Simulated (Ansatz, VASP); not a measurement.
**One calculation of PtSe, two programs**

```xyz
2
Lattice="0.0000 2.8533 2.8533 2.8533 0.0000 2.8533 2.8533 2.8533 0.0000" Properties=species:S:1:pos:R:3 pbc="T T T"
Pt    2.8533    2.8533    2.8533
Se    0.0000    0.0000    0.0000
```

The cell comes from a database or a generator and needn't be the stable form of this composition.

Alike in both runs: task single point; functional PBE; k mesh 8 × 8 × 8; occupations fermi-dirac, width 0.05 eV; no spin polarisation.

|  | VASP | Ansatz |
| --- | --- | --- |
| version | VASP 6.6.1 | Ansatz 0.2.0 |
| potentials or method | VASP PAW PBE potentials, release 64 (Pt, Se) | Ansatz PAW |
| plane-wave cutoff (eV) | 520 | 420 |
| valence electrons in the cell | 16 | 34 |

|  | VASP | Ansatz | Ansatz less VASP |
| --- | --- | --- | --- |
| gap on the k mesh at the Fermi level (eV) | none | none | - |
| pressure (GPa) | -16.8 | -16.7 | +0.08 |

A gap of «none» marks a metal or a gap that the smearing closes. The two sets of potentials don't hold the same shells in valence.

Caveats: so large a pressure means that the cell lies far from this level's equilibrium, or that cutoff or potentials fall short (VASP). Spin-orbit coupling is left out, which matters for the levels of Pt.
